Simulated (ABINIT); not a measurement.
Input of an ABINIT 10.8.3 (patched build) run:

The input run.abi:

```
ndtset 7
getwfk -1
scalecart1 3*0.9795861087
scalecart2 3*0.9864848297
scalecart3 3*0.9932883884
scalecart4 3*1.0000000000
scalecart5 3*1.0066227096
scalecart6 3*1.0131594038
scalecart7 3*1.0196128224

pp_dirpath "./"
pseudos "As.hgh, B.hgh"

acell 3*1.0
rprim
     0.0000000000     4.5136108487     4.5136108487
     4.5136108487     0.0000000000     4.5136108487
     4.5136108487     4.5136108487     0.0000000000
ntypat 2
znucl 33 5
natom 2
typat 1 2
xred
     0.7500000000     0.7500000000     0.7500000000
     0.0000000000     0.0000000000     0.0000000000

ecut 26.0

kptopt 1
ngkpt 10 10 10
nshiftk 1
shiftk 0.0 0.0 0.0

ixc 7

nband 8
occopt 3
tsmear 0.00183747

nstep 100
tolvrs 1.0e-10

iomode 3
prtwf 1
prtden 0
prteig 0
prtebands 0
```

Potentials or basis: HGH LDA.

Launch:

```bash
$ abinit run.abi > log 2>&1
```

Predict the bulk modulus.

145 GPa.

What does it give for the pressure derivative of the bulk modulus?

3.9.

Energy against volume, from the lowest point:
```csv
volume (Å³/atom),energy (meV/atom)
12.809,4.19
13.081,0.00
13.354,1.10
13.626,6.87
13.899,16.99
14.171,31.00
14.444,48.48
```

Caveat: the cutoff is too short for stress, so the log's stress isn't used; pressures at fixed basis lie under the slope of the energies; HGH potentials are hard and often keep d shells in the core, so these values are rough. LDA usually gives volumes a few per cent too small.
